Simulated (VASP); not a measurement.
# Nb (Im-3m) in VASP: relaxation of cell and atoms with PBE

Aim: the relaxation of cell and atoms of Nb with PBE.

All numbers are computed with VASP 6.6.1; they aren't measurements. Logs are shortened: lines on timing, memory, paths and dates and some standing lists are left out, and cuts for length are marked.

### 1 Starting point

Symmetry: Im-3m, No. 229, cubic system. Conventional cell: a = 3.307 Å, b = 3.307 Å, c = 3.307 Å, α = 90.00°, β = 90.00°, γ = 90.00°. Nb (site symmetry m-3m) has 8 Nb at 2.86 Å as nearest neighbours.

### 2 Relaxation of cell and atoms, PBE

File INCAR:

```
SYSTEM = Nb
PREC = Accurate
ENCUT = 600
EDIFF = 1E-7
ISMEAR = 1
SIGMA = 0.1
LREAL = .False.
LASPH = .True.
NELM = 80
ALGO = Normal
ISIF = 3
LWAVE = .False.
LCHARG = .False.
GGA = PE
IBRION = 2
NSW = 90
EDIFFG = -0.005
KPAR = 2
```

File KPOINTS:

```
Automatic mesh
0
Gamma
  16 16 16
  0 0 0
```

File POSCAR:

```
Nb                                      
1.0
   -1.6533075000      1.6533075000      1.6533075000
    1.6533075000     -1.6533075000      1.6533075000
    1.6533075000      1.6533075000     -1.6533075000
  Nb            
     1
Direct
     0.0000000000000000    0.0000000000000000    0.0000000000000000
```

Potentials or basis: VASP PAW PBE potentials, release 64 (Nb_sv).

Started as:

```sh
$ cat potpaw_PBE.64/Nb_sv/POTCAR > POTCAR
$ mpirun -np 2 vasp_std > vasp.out
```

OUTCAR:

```text
SYSTEM = Nb
   PREC = Accurate
   ENCUT = 600
   EDIFF = 1E-7
   ISMEAR = 1
   LREAL = .False.
   LASPH = .True.
   NELM = 80
   ISIF = 3
   GGA = PE
   IBRION = 2
   NSW = 90
   EDIFFG = -0.005

 ion  position               nearest neighbor table
   1  0.000  0.000  0.000-

  LATTYP: Found a body centered cubic cell.
 ALAT       =     3.3066150000

  Lattice vectors:

 A1 = (  -1.6533075000,   1.6533075000,   1.6533075000)
 A2 = (   1.6533075000,  -1.6533075000,   1.6533075000)
 A3 = (   1.6533075000,   1.6533075000,  -1.6533075000)

Analysis of symmetry for initial positions (statically):
=====================================================================
 Subroutine PRICEL returns:
 Original cell was already a primitive cell.

 Routine SETGRP: Setting up the symmetry group for a
 body centered cubic supercell.

 Subroutine GETGRP returns: Found 48 space group operations
 (whereof 48 operations were pure point group operations)
 out of a pool of 48 trial point group operations.

The static configuration has the point symmetry O_h .

Analysis of symmetry for dynamics (positions and initial velocities):
=====================================================================
 Subroutine PRICEL returns:
 Original cell was already a primitive cell.

 Routine SETGRP: Setting up the symmetry group for a
 body centered cubic supercell.

 Subroutine GETGRP returns: Found 48 space group operations
 (whereof 48 operations were pure point group operations)
 out of a pool of 48 trial point group operations.

The dynamic configuration has the point symmetry O_h .

 Subroutine INISYM returns: Found 48 space group operations
 (whereof 48 operations are pure point group operations),
 and found     1 'primitive' translations

----------------------------------------------------------------------------------------

                                     Primitive cell

  volume of cell :      18.0768

  direct lattice vectors                    reciprocal lattice vectors
    -1.653307500  1.653307500  1.653307500     0.000000000  0.302424080  0.302424080
     1.653307500 -1.653307500  1.653307500     0.302424080  0.000000000  0.302424080
     1.653307500  1.653307500 -1.653307500     0.302424080  0.302424080  0.000000000

  length of vectors
     2.863612591  2.863612591  2.863612591     0.427692236  0.427692236  0.427692236

  position of ions in fractional coordinates (direct lattice)
     0.000000000  0.000000000  0.000000000

  ion indices of the primitive-cell ions
   primitive index   ion index
                 1           1

----------------------------------------------------------------------------------------

 KPOINTS: Automatic mesh

Automatic generation of k-mesh.
 Grid dimensions read from file:
 generate k-points for:   16   16   16

 Generating k-lattice:

  Cartesian coordinates                     Fractional coordinates (reciprocal lattice)
     0.000000000  0.018901505  0.018901505     0.062500000  0.000000000  0.000000000
     0.018901505  0.000000000  0.018901505     0.000000000  0.062500000  0.000000000
     0.018901505  0.018901505  0.000000000     0.000000000  0.000000000  0.062500000

  Length of vectors
     0.026730765  0.026730765  0.026730765

  Shift w.r.t. Gamma in fractional coordinates (k-lattice)
     0.000000000  0.000000000  0.000000000

 Subroutine IBZKPT returns following result:
 ===========================================

 Found    145 irreducible k-points:

 Following reciprocal coordinates:
            Coordinates               Weight
  0.000000  0.000000  0.000000      1.000000
  0.062500  0.000000  0.000000     12.000000
  0.125000  0.000000  0.000000     12.000000
  0.187500  0.000000  0.000000     12.000000
  0.250000  0.000000  0.000000     12.000000
  0.312500  0.000000  0.000000     12.000000
[... 16 lines left out ...]
  0.187500  0.187500  0.000000     24.000000
  0.250000  0.187500  0.000000     48.000000
 [... further k-points ...]
   k-points           NKPTS =    145   k-points in BZ     NKDIM =    145   number of bands    NBANDS=     10
   number of dos      NEDOS =    301   number of ions     NIONS =      1
   total plane-waves  NPLWV =  13824
   dimension x,y,z NGX =    24 NGY =   24 NGZ =   24
   dimension x,y,z NGXF=    48 NGYF=   48 NGZF=   48
   ions per type =               1
   NGX,Y,Z   is equivalent  to a cutoff of  13.93, 13.93, 13.93 a.u.
   NGXF,Y,Z  is equivalent  to a cutoff of  27.87, 27.87, 27.87 a.u.
 SYSTEM =  Nb
   PREC   = accura    normal or accurate (medium, high low for compatibility)
   ISTART =      0    job   : 0-new  1-cont  2-samecut
   ICHARG =      2    charge: 1-file 2-atom 10-const
   ISPIN  =      1    spin polarized calculation?
   LNONCOLLINEAR =      F non collinear calculations
   LSORBIT =      F    spin-orbit coupling
   LASPH  =      T    aspherical Exc in radial PAW
   ENCUT  =  600.0 eV  44.10 Ry    6.64 a.u.   5.72  5.72  5.72*2*pi/ulx,y,z
   NELM   =     80;   NELMIN=  2; NELMDL= -5     # of ELM steps
   EDIFF  = 0.1E-06   stopping-criterion for ELM
   LREAL  =      F    real-space projection
   EDIFFG = -.5E-02   stopping-criterion for IOM
   NSW    =     90    number of steps for IOM
   IBRION =      2    ionic relax: 0-MD 1-quasi-New 2-CG
   NFREE  =      1    steps in history (QN), initial steepest desc. (CG)
   ISIF   =      3    stress and relaxation
   ISYM   =      2    0-nonsym 1-usesym 2-fastsym
   POTIM  = 0.5000    time-step for ionic-motion
   TEBEG  =    0.0;   TEEND  =   0.0 temperature during run
   PSTRESS=    0.0 pullay stress
   NELECT =      13.0000    total number of electrons
   NUPDOWN=      -1.0000    fix difference up-down
   EMIN   =  10.00;   EMAX   =-10.00  energy-range for DOS
   EFERMI =   0.00;   METHOD = LEGACY
   ISMEAR =     1;   SIGMA  =   0.10  broadening in eV -4-tet -1-fermi 0-gaus
   EFERMI_NEDOS =   21; number of points for ismear=-14 and -15
   IALGO  =     38    algorithm
   IMIX   =      4    mixing-type and parameters
     AMIX     =   0.40;   BMIX     =  1.00
     AMIX_MAG =   1.60;   BMIX_MAG =  1.00
  volume/ion in A,a.u.               =      18.08       121.99
  Fermi-wavevector in a.u.,A,eV,Ry     =   1.466726  2.771710 29.270010  2.151285
  Thomas-Fermi vector in A             =   2.582429
   LORBIT       =      0    0 simple, 1 ext, 2 COOP (PROOUT), +10 PAW based schemes
   GGA     = PE    functional components
   LHFCALC =     F    Hartree Fock is set to
   AEXX    =    0.0000 exact exchange contribution
   IVDW    =     0    specifies the selected vdW correction
   LEPSILON=     F    determine dielectric tensor
   LRPA    =     F    only Hartree local field effects (RPA)
 conjugate gradient relaxation of ions
 non-spin polarized calculation
 Methfessel and Paxton  Order N= 1 SIGMA  =   0.10
  energy-cutoff  :      600.00
  volume of cell :       18.08
 maximum number of plane-waves:       622
   NGX = 11   NGY = 11   NGZ = 11

 number of electron      13.0000000 magnetization

 Free energy of the ion-electron system (eV)
  ---------------------------------------------------
  ext. energy  EPLUGINS =         0.00000000
  ---------------------------------------------------
  free energy    TOTEN  =       -10.21733533 eV

  energy without entropy =      -10.21666303  energy(sigma->0) =      -10.21711123

 E-fermi :  11.1375     XC(G=0): -12.4809

 val. band max:       11.1330931319   @ k =  -0.3125   0.3125   0.0625
 cond. band min:      11.1425232643   @ k =  -0.1250   0.1875   0.0625
 fundamental gap:      0.0094301324
 Fermi energy:        11.1375029378

 k-point     1 :       0.0000    0.0000    0.0000
  band No.  band energies     occupation
      1     -43.2406      2.00000
      2     -18.5457      2.00000
      3     -18.5457      2.00000
      4     -18.5457      2.00000
      5       5.1885      2.00000
      6      11.4984     -0.00000
      7      11.4984     -0.00000
      8      11.4984     -0.00000
      9      14.3957      0.00000
     10      14.3957      0.00000

 k-point     2 :       0.0625    0.0000    0.0000
  band No.  band energies     occupation
      1     -43.2316      2.00000
      2     -18.6008      2.00000
      3     -18.5624      2.00000
      4     -18.5462      2.00000
      5       5.3496      2.00000
      6      11.3992     -0.00135
      7      11.4749     -0.00002
      8      11.6521     -0.00000
      9      14.2427      0.00000
     10      14.3959      0.00000

 k-point     3 :       0.1250    0.0000    0.0000
  band No.  band energies     occupation
      1     -43.2059      2.00000
      2     -18.7557      2.00000
      3     -18.6098      2.00000
      4     -18.5475      2.00000
      5       5.8056      2.00000
      6      11.1305      1.11790
      7      11.3704     -0.00480
      8      12.1057     -0.00000
      9      13.9453      0.00000
     10      14.4067      0.00000

 k-point     4 :       0.1875    0.0000    0.0000
  band No.  band energies     occupation
      1     -43.1671      2.00000
      2     -18.9823      2.00000
      3     -18.6799      2.00000
      4     -18.5494      2.00000
      5       6.4636      2.00000
      6      10.7613      2.00000
      7      11.1609      0.61618
      8      12.8367     -0.00000
      9      13.7920      0.00000
     10      14.4504      0.00000
[... 222 lines left out ...]
 k-point    22 :       0.4375    0.1250    0.0000
  band No.  band energies     occupation
      1     -42.9900      2.00000
      2     -19.8222      2.00000
      3     -19.0386      2.00000
      4     -18.6285      2.00000
      5       7.8528      2.00000
      6       9.5952      2.00000
      7      12.3109     -0.00000
      8      14.2639      0.00000
      9      15.4906      0.00000
     10      18.3421      0.00000

 k-point    23 :       0.1875    0.1875    0.0000
  band No.  band energies     occupation
      1     -43.0638      2.00000
      2     -19.4647      2.00000
      3     -18.8681      2.00000
      4     -18.6441      2.00000
      5       8.1092      2.00000
      6      10.0753      2.00000
      7      10.4757      2.00000
      8      13.6030      0.00000
      9      15.0434      0.00000
     10      15.6961      0.00000

 k-point    24 :       0.2500    0.1875    0.0000
  band No.  band energies     occupation
      1     -43.0271      2.00000
      2     -19.5985      2.00000
      3     -18.9800      2.00000
      4     -18.6620      2.00000
      5       8.4114      2.00000
      6       9.8509      2.00000
      7      10.7014      2.00000
      8      13.8271      0.00000
      9      15.1594      0.00000
     10      17.0213      0.00000

 [... further k-points ...]
[... 5 lines left out ...]
  --------------------------------------------------------------------------------------
  -------------------------------------------------------------------------------------
  Total       -0.0031365     -0.0031365     -0.0031365      0.0000000     -0.0000000      0.0000000
  in kB       -0.2779898     -0.2779898     -0.2779898      0.0000000     -0.0000000      0.0000000
  external PRESSURE =      -0.2779898 kB  Pullay stress =       0.0000000 kB

 VOLUME and BASIS-vectors are now :
 -----------------------------------------------------------------------------
  energy-cutoff  :      600.00
  volume of cell :       18.08
      direct lattice vectors                 reciprocal lattice vectors
    -1.653307500  1.653307500  1.653307500     0.000000000  0.302424080  0.302424080
     1.653307500 -1.653307500  1.653307500     0.302424080  0.000000000  0.302424080
     1.653307500  1.653307500 -1.653307500     0.302424080  0.302424080  0.000000000

 POSITION                                       TOTAL-FORCE (eV/Angst)
 -----------------------------------------------------------------------------------
      0.00000      0.00000      0.00000         0.000000      0.000000     -0.000000
 -----------------------------------------------------------------------------------
    total drift:                                0.000000      0.000000      0.000000

  FREE ENERGIE OF THE ION-ELECTRON SYSTEM (eV)
  ---------------------------------------------------
  free  energy   TOTEN  =       -10.2173353270 eV

  energy  without entropy=      -10.2166630297  energy(sigma->0) =      -10.21711123

 reached required accuracy - stopping structural energy minimisation
```

It took 11 s on 2 MPI ranks of Intel Xeon Platinum 8488C (Sapphire Rapids), shared host; peak memory 0.15 GiB.

Results:

```
Free energy             : -10.2173 eV
Pressure after relaxing : 0.0 GPa
Band gap on the k mesh  : none (metal or under the smearing width)
```

Final structure:
```
Nb
1.0
    -1.65331    1.65331    1.65331
     1.65331   -1.65331    1.65331
     1.65331    1.65331   -1.65331
Nb
1
Direct
  0.00000 0.00000 0.00000
```

Levels at points of the mesh, in eV from the Fermi level:
```csv
k point,band 3,band 4,band 5,band 6,band 7,band 8,band 9,band 10
"(0.00, 0.00, 0.00)",-29.68,-29.68,-5.95,0.36,0.36,0.36,3.26,3.26
"(0.50, 0.00, 0.00)",-30.11,-29.70,-3.72,-1.65,2.26,3.29,3.97,6.34
"(0.50, 0.50, 0.50)",-30.60,-30.60,-3.71,-3.71,5.57,5.57,5.57,9.04
```

Caveat: the relaxation stopped at its first step, so nothing moved.
